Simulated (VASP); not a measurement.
Set up this calculation in VASP 6.6.1, as the native input.

```
Task                   : chemical shielding
Functional             : PBEsol
Dispersion             : D3
Potentials or basis    : VASP PAW PBE potentials, release 64 (S, Na_pv)
Cutoff                 : 520 eV
k mesh                 : 7 × 7 × 7
Occupations            : gaussian, width 0.05 eV
Spin                   : no spin polarisation
Further INCAR settings : ALGO = Fast; EDIFF = 1e-08
```

The structure of Na2S lies in POSCAR:

```
Na2S
4.6294
    0.000000000000      0.707111072709      0.707111072709
    0.707111072709      0.000000000000      0.707111072709
    0.707111072709      0.707111072709      0.000000000000
S Na
1 2
Direct
    0.0000000000      0.0000000000      0.0000000000
    0.7500000000      0.7500000000      0.7500000000
    0.2500000000      0.2500000000      0.2500000000
```

These files were run (other wordings do the same):

INCAR

```
SYSTEM = Na2S
PREC     = Accurate       ! precision mode
ENCUT    = 520            ! plane-wave cutoff, eV
EDIFF    = 1E-8           ! SCF threshold, eV
ISMEAR   = 0              ! smearing method
SIGMA    = 0.05           ! smearing width, eV
LREAL    = .FALSE.        ! projectors in reciprocal space
LASPH    = .TRUE.         ! aspherical terms in the spheres
NELM     = 80             ! most SCF steps
ALGO     = Fast           ! electronic algorithm
ISIF     = 2              ! what is computed and relaxed
LWAVE    = .FALSE.        ! write WAVECAR
LCHARG   = .FALSE.        ! write CHGCAR
GGA      = PS             ! functional
IVDW     = 11             ! dispersion correction
LCHIMAG  = .TRUE.       
DQ       = 0.001        
ICHIBARE = 1            
LNMR_SYM_RED= .TRUE.
```

KPOINTS

```
regular mesh
0
G
  7 7 7
  0 0 0
```

Potentials or basis: VASP PAW PBE potentials, release 64 (S, Na_pv).

Launch:

```console
$ cat potpaw_PBE.64/S/POTCAR potpaw_PBE.64/Na_pv/POTCAR > POTCAR
$ mpirun -np 1 vasp_std > vasp.out
```

Results of the run:

The dispersion energy per atom is -0.161 eV.

Run time: 4.7 min on 1 thread of Intel(R) Xeon(R) 6975P-C (Granite Rapids) (shared host), peak memory 0.26 GiB.
